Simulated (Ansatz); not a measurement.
Computed with Ansatz (plane waves, PAW, 500 eV cutoff): r²SCAN, scalar-relativistic, no spin polarisation, Γ-centred 6×6×6 mesh, 0.05 eV Gaussian smearing; PAW files: Ansatz's generated set soft_2.

A compound XS has these computed properties.

```
Space group                                           : F-43m (No. 216)
Conventional cell                                     : a = 6.602 Å, b = 6.602 Å, c = 6.602 Å, α = 90.00°, β = 90.00°, γ = 90.00°
Volume                                                : 35.96 Å³/atom
Band gap                                              : 0.95 eV (band path included; the mesh alone gives 1.07 eV)
Smallest direct gap                                   : 1.44 eV
Bader charges                                         : X 1.03; S -1.03 e
Formation energy from the elements (0 K, uncorrected) : -0.41 eV/atom
Bulk modulus (Birch–Murnaghan)                        : 38 GPa
Pressure derivative B0′                               : 4.2
Elastically stable                                    : no (eigenvalue of -7.9 GPa)
```

Sites: X on 4a, S on 4d.

Q: Which element is X?
A. Tl
B. Pb
C. Bi
D. Hg

A: B. X is Pb, so the compound is PbS.

The start was a prototype's sites filled with these elements. The Crystallography Open Database lists the compound in space groups C2/m, Fm-3m (rock salt), so this is a trial structure.

Semilocal functionals underestimate band gaps, commonly by a third or more. Spin–orbit coupling, which matters for such heavy elements, is left out.
